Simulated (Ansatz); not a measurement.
Runs of Ansatz 0.2.0 on Gd. Symmetry: P6_3/mmc, No. 194, hexagonal system. The conventional cell has a = 3.636 Å, b = 3.636 Å, c = 5.783 Å, α = 90.00°, β = 90.00°, γ = 120.00°. Gd (site symmetry -6m2) is surrounded by 12 Gd at 3.57 to 3.64 Å. 

```tsv
fixed moment (μB)	pressure (GPa)	moment (μB)
17.5	2.9	17.50
14.0	(b)	14.00
3.5	4.0	3.50
7.0	5.7	7.00
10.5	(a)	10.50
```

Alike in all rows: task single point; level PBE; potentials or basis Ansatz PAW; spin collinear, ferromagnetic start; cell as given; k mesh 7 × 7 × 4; cutoff (eV) 420; smearing fermi-dirac 0.05 eV.

Task: Fill in the values left out.

Result: (a) 3.5; (b) 0.2.

Caveats: the total moment is fixed, so each spin has its own Fermi level; the thresholds are loose for stress.
